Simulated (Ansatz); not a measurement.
# CuGaSe2: the cell at several levels of theory

How does the equilibrium cell of an ordered 4-atom cell of CuGaSe2 on the rocksalt lattice (R-3m) depend on the functional? It is relaxed with PBE and r2SCAN. This is a trial cell built on a prototype, not taken from a measured structure, and it needn't be the compound's ground state.

The runs shown are made with Ansatz 0.2.0. PAW datasets, plane waves, zero pressure. (Calculated; spin-unpolarised; the phase may be known or hypothetical.)

### Step 1. The cell

This is the cell as the run starts from it, not yet at rest; its lengths are not the crystal's.

Space group R-3m (No. 166), trigonal; conventional cell a = 3.643 Å, c = 17.847 Å, 17.09 Å³ an atom. Around Cu lie 6 Se at 2.58 Å; around Ga lie 6 Se at 2.58 Å; around Se lie 3 Cu at 2.58 Å and 3 Ga at 2.58 Å.

Structure file:

```cif
data_structure
_symmetry_space_group_name_H-M 'R-3m:H'
_symmetry_Int_Tables_number 166
_cell_length_a 3.6430
_cell_length_b 3.6430
_cell_length_c 17.8469
_cell_angle_alpha 90.000
_cell_angle_beta 90.000
_cell_angle_gamma 120.000
_cell_volume 205.12
loop_
_atom_site_label
_atom_site_type_symbol
_atom_site_symmetry_multiplicity
_atom_site_Wyckoff_symbol
_atom_site_fract_x
_atom_site_fract_y
_atom_site_fract_z
_atom_site_occupancy
Cu1 Cu 3 a 0.00000 0.00000 0.00000 1
Ga1 Ga 3 b 0.33333 0.66667 0.16667 1
Se1 Se 6 c 0.00000 0.00000 0.25000 1
```

### Step 2. Relaxation with PBE

Input file input.yaml:

```yaml
crystal:
  lattice:
    - [1.8214869158, 1.0516359612, 5.9489513558]
    - [-1.8214869158, 1.0516359612, 5.9489513558]
    - [0.0, -2.1032719223, 5.9489513558]
  atoms:
    - { symbol: Cu, position: [1.0, 0.0, 0.0] }
    - { symbol: Ga, position: [0.5, 0.5, 0.5] }
    - { symbol: Se, position: [0.25, 0.25, 0.25] }
    - { symbol: Se, position: [0.75, 0.75, 0.75] }
kpoints:
  mp_grid: { grid: [8, 8, 8] }
hamiltonian:
  xc: pbe
scf:
  occupations: { method: fermi_dirac, width: 0.02 }
relax:
  f_tol: 0.005
  cell: {}
output:
  write_density: true
  write_potential: true
  elf: true
  volumetric_format: npy
```

Launch:

```bash
$ ansatz run input.yaml --threads 2 --pin off --max-ram 2211MiB --backend cpu --events-out ev --progress --plain --runs-dir out
```

The runs that follow: r2SCAN: cell and atoms.

Q: Predict the outcome of this session. Wanted: for each run, a; c; volume; space group; SCF geometries.

As calculated:

| level | a (Å) | c (Å) | volume (Å³/atom) | space group | SCF geometries |
| --- | --- | --- | --- | --- | --- |
| PBE | 3.750 | 18.437 | 18.707 | R-3m | 5 |
| r2SCAN | 3.717 | 18.221 | 18.170 | R-3m | 5 |

In words: From the start to the first minimum the volume moved by +9.4 %. r2SCAN gives the smallest cell and PBE the largest; they differ by 3.0 % in volume, a mean of 1.0 % in length.
